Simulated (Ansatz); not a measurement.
## Band structure of Yb

```yaml
crystal:
  lattice:
    - [-2.15148, 2.15148, 2.15148]
    - [2.15148, -2.15148, 2.15148]
    - [2.15148, 2.15148, -2.15148]
  atoms:
    - { symbol: Yb, position: [0.00000, 0.00000, 0.00000] }
```

The cell is the one relaxed in the Materials Project (mp-71), not relaxed further here; entries there can be hypothetical.

Semilocal functionals without a Hubbard term describe localised f shells poorly; where the shell is localised, the real material differs.

Spin–orbit coupling is left out, though it moves levels of the heavy atoms by tenths of an eV or more.

Theory: Ansatz 0.2.0, DFT, PBEsol, all-electron LAPW, scalar-relativistic.

Settings: a Γ-centred 12×12×12 k mesh, Fermi–Dirac smearing of 0.05 eV, basis error target 1 meV/atom, no spin polarisation.

Points in fractions of the reciprocal vectors of this cell: Γ (0, 0, 0), H (0.5, -0.5, 0.5), N (0, 0, 0.5), P (0.25, 0.25, 0.25). The path joins them by straight lines in the order Γ–H–N–Γ–P–H–P–N; legs that retrace an earlier one aren't tabulated. Energies are in eV from the Fermi level.

**Question.** Metal or insulator at this level of theory?

**Answer.** No gap opens: metallic or semimetallic.

**Question.** Tabulate bands 14 to 19, counted from the lowest band of the run, along the path.

**Answer.** 
```csv
k (1/Å),point,band 14,band 15,band 16,band 17,band 18,band 19
0.00,Γ,-0.32,-0.32,-0.32,-0.30,2.80,2.80
0.21,,-0.32,-0.32,-0.32,-0.31,2.71,2.71
0.42,,-0.34,-0.33,-0.33,-0.33,2.56,2.56
0.63,,-0.37,-0.36,-0.33,-0.33,2.00,2.53
0.83,,-0.37,-0.37,-0.34,-0.34,1.08,2.74
1.04,,-0.38,-0.38,-0.33,-0.33,0.38,3.26
1.25,,-0.39,-0.34,-0.32,-0.32,-0.08,3.86
1.46,H,-0.32,-0.32,-0.31,-0.31,-0.31,4.60
1.61,,-0.38,-0.35,-0.32,-0.25,-0.20,3.86
1.76,,-0.38,-0.37,-0.32,-0.15,-0.06,2.85
1.90,,-0.37,-0.37,-0.33,-0.08,-0.03,2.33
2.05,,-0.36,-0.36,-0.33,-0.23,0.11,2.22
2.20,,-0.35,-0.34,-0.34,-0.30,0.25,1.74
2.35,,-0.35,-0.34,-0.32,-0.32,0.35,1.44
2.49,N,-0.35,-0.34,-0.32,-0.31,0.39,1.33
2.64,,-0.35,-0.35,-0.33,-0.31,0.56,1.39
2.79,,-0.36,-0.36,-0.33,-0.31,0.95,1.56
2.94,,-0.37,-0.35,-0.33,-0.31,1.46,1.82
3.08,,-0.35,-0.34,-0.33,-0.31,2.01,2.14
3.23,,-0.33,-0.33,-0.32,-0.31,2.45,2.49
3.38,,-0.32,-0.32,-0.32,-0.30,2.70,2.74
3.53,Γ,-0.32,-0.32,-0.32,-0.30,2.80,2.80
3.71,,-0.32,-0.32,-0.32,-0.30,2.67,2.67
3.89,,-0.34,-0.32,-0.32,-0.31,2.25,2.25
4.07,,-0.36,-0.33,-0.33,-0.32,1.69,1.69
4.25,,-0.37,-0.33,-0.33,-0.33,1.16,1.16
4.43,,-0.37,-0.35,-0.33,-0.33,0.76,0.76
4.61,,-0.36,-0.34,-0.34,-0.19,0.50,0.50
4.79,P,-0.35,-0.35,-0.35,0.36,0.36,0.36
4.97,,-0.34,-0.34,-0.34,0.22,0.30,0.30
5.15,,-0.34,-0.34,-0.33,0.07,0.27,0.27
5.33,,-0.35,-0.35,-0.32,0.23,0.23,0.27
5.51,,-0.36,-0.36,-0.32,0.13,0.13,0.91
5.69,,-0.37,-0.37,-0.32,-0.03,-0.03,2.01
5.87,,-0.37,-0.37,-0.31,-0.19,-0.19,3.47
6.05,H,-0.32,-0.32,-0.31,-0.31,-0.31,4.60
7.32,P,-0.35,-0.35,-0.35,0.36,0.36,0.36
7.42,,-0.35,-0.35,-0.34,0.20,0.29,0.47
7.53,,-0.35,-0.34,-0.34,-0.13,0.27,0.63
7.63,,-0.35,-0.34,-0.34,-0.31,0.28,0.81
7.74,,-0.34,-0.34,-0.33,-0.32,0.31,0.99
7.84,,-0.35,-0.34,-0.33,-0.32,0.35,1.17
7.94,,-0.35,-0.34,-0.32,-0.31,0.38,1.29
8.05,N,-0.35,-0.34,-0.32,-0.31,0.39,1.33
```
